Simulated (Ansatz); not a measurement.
**FeO: moving O off its site**

FeO, Fm-3m, a = 4.311 Å (as given, not relaxed at this level: -8.5 GPa). Ansatz: PBEsol, PAW, 420 eV, Γ-centred 20×20×20 mesh on 2 atoms, Gaussian smearing 0.15 eV; collinear spin, largest moment 3.4 μB.

```xyz
2
Lattice="0.0000 2.1554 2.1554 2.1554 0.0000 2.1554 2.1554 2.1554 0.0000" Properties=species:S:1:pos:R:3 pbc="T T T"
Fe    0.0000    0.0000    0.0000
O     2.1554    2.1554    2.1554
```

Atom 2 (O) moves by x along the unit vector (0.707, 0.707, 0.000), with its periodic images; all else is held. y is the free energy of the cell over the start, F the force along the path summed over the moved atoms. Symmetry makes y even in x.

```
  x (Å) y (meV) F (eV/Å)
-0.5000        ?         ?
-0.2500     86.3      0.79
 0.0000      0.0      0.00
 0.1250     18.8     -0.32
 0.3750    222.8     -1.41
 0.4375    320.7     -1.72
```

Q: Fit y = c2 x² + c4 x⁴ to the energies of the other rows, give the force constant, and predict energy and force of the missing row.

A: Least squares on the rows shown. y = 1265.3 x² + 2168.6 x⁴. The force constant is 2 c2 = 2.53 eV/Å², for the cell as given, at -8.5 GPa (for all images moving together, not for a lone atom). With two atoms in a cubic cell this is the optical mode at Γ (in a metal it hangs on mesh and smearing): ω = 521.5 √(2 c2/μ) = 235 cm⁻¹ for μ = 12.44 u. The force −dy/dx at the missing row is 2.35 eV/Å (computed 1.98). With a term in x⁶ added, the coefficient of x² becomes 1157, 9 % less, which shows how far this figure hangs on the form. At x = -0.5000 the fit asked for gives 451.9 meV. The run gave 436.5 meV, so the fit is 15.4 meV too high, 3.5 % of the span of the series, against an rms of 1.5 meV on the fitted rows. The row lies outside the fitted range. With a term in x⁶ added, a fit to the same known rows predicts 434.5 meV, so most of the miss is curvature that the known rows already hold.

The cell holds one magnetic atom, so it can only be ferromagnetic; an antiferromagnetic order may lie lower.

Cost: 6 runs of about 14 core-minutes in all, on Arm Neoverse V1 (shared hosts).